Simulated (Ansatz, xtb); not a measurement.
Redistribution: C3H6O + C2H4ClF → C2H3ClO + C3H7F

Species: C3H6O (acetone) `CC(C)=O`, singlet; C2H4ClF (1-chloro-1-fluoroethane) `CC(F)Cl`, singlet; C2H3ClO (acetyl chloride) `CC(=O)Cl`, singlet; C3H7F (2-fluoropropane) `CC(C)F`, singlet. The partners trade CH3 for Cl; both sit on C, so the bond types are kept.

Shapes, held fixed at every level: PBE0-D4/def2-TZVP. Programs: Ansatz 0.2.0, xtb 6.7.1. The zero-point and thermal change to 298 K, harmonic and unscaled (PBE0-D4/def2-TZVP), is +1.1 kJ/mol.

| level | kind | ΔH(298 K) (kJ/mol) | less CCSD(T)/CBS estimate |
| --- | --- | --- | --- |
| GFN1-xTB | semi-empirical | -30.2 | -3.7 |
| SPW92/def2-TZVPP | LDA | -33.5 | -7.0 |
| B3LYP-D4/def2-TZVPP | global hybrid | -30.4 | -3.9 |
| r2SCAN0-D4/def2-TZVPP | global hybrid | -29.4 | -2.9 |
| MP2/def2-SVP | perturbation theory | -35.5 | -9.0 |
| CCSD/def2-SVP | coupled cluster or CI | -29.4 | -2.9 |
| CCSD(T)/def2-TZVPP | coupled cluster or CI | -27.4 | -0.9 |
| CCSD/def2-TZVPP | coupled cluster or CI | -24.6 | +1.9 |
| CCSD(T)/CBS estimate | coupled cluster or CI | -26.5 | 0.0 |

The highest level, CCSD(T)/CBS estimate, gives ΔH(298 K) = -26.5 kJ/mol; the levels span -35.5 to -24.6. The column of differences is taken from that level and isn't an error. No measured value is set beside it here. The CBS estimate extrapolates MP2 from def2-TZVPP and def2-QZVPP and adds CCSD(T) − MP2 in the triple-zeta set, cores frozen.
